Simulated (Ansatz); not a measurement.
The system is SnSe.

```
Sn Se
1.0
    11.42000    0.00000    0.00000
     0.00000    4.19000    0.00000
     0.00000    0.00000    4.46000
Sn Se
4 4
Cartesian
  10.0153 3.1425 4.0541
  7.1147 1.0475 1.8241
  4.3053 3.1425 2.6359
  1.4047 1.0475 0.4059
  7.3431 3.1425 4.3886
  9.7869 1.0475 2.1586
  1.6331 3.1425 2.3014
  4.0769 1.0475 0.0714
```

Base run:

| Quantity | Value |
| --- | --- |
| Program | Ansatz 0.2.0 |
| Functional | r2SCAN |
| Potentials or basis | Ansatz PAW |
| Cutoff | 500 eV (not typed: the program's choice for these potentials) |
| k mesh | 3 × 6 × 6 |
| Occupations | fermi-dirac, width 0.05 eV |
| Spin | no spin polarisation |

Its results: band gap on the k mesh 0.83 eV, indirect (least direct gap 0.99 eV); pressure 1.3 GPa; largest force 0.203 eV/Å.

**Question.** After a change of settings the same cell gave: band gap on the k mesh 0.48 eV, indirect (least direct gap 0.67 eV); pressure -0.6 GPa; largest force 0.235 eV/Å. Which change was it?
A. functional from r2SCAN to RPBE; cutoff from 500 eV (not typed: the program's choice for these potentials) to 420 eV (not typed: the program's choice for these potentials)
B. functional from r2SCAN to LDA; cutoff from 500 eV (not typed: the program's choice for these potentials) to 420 eV (not typed: the program's choice for these potentials)
C. functional from r2SCAN to PBE; cutoff from 500 eV (not typed: the program's choice for these potentials) to 420 eV (not typed: the program's choice for these potentials); occupations from fermi-dirac, width 0.05 eV to gaussian, width 0.012 eV
D. functional from r2SCAN to PBEsol; cutoff from 500 eV (not typed: the program's choice for these potentials) to 420 eV (not typed: the program's choice for these potentials)

**Answer.** D.

r2SCAN gives the wider gap, since meta-GGAs in the generalised Kohn-Sham scheme recover part of the derivative discontinuity.

Caveats: spin-orbit coupling is left out, which moves the levels of the heavy elements; the PAW data sets come from PBE, with cores solved anew for the run's functional, which leaves a small shift of forces and pressure.
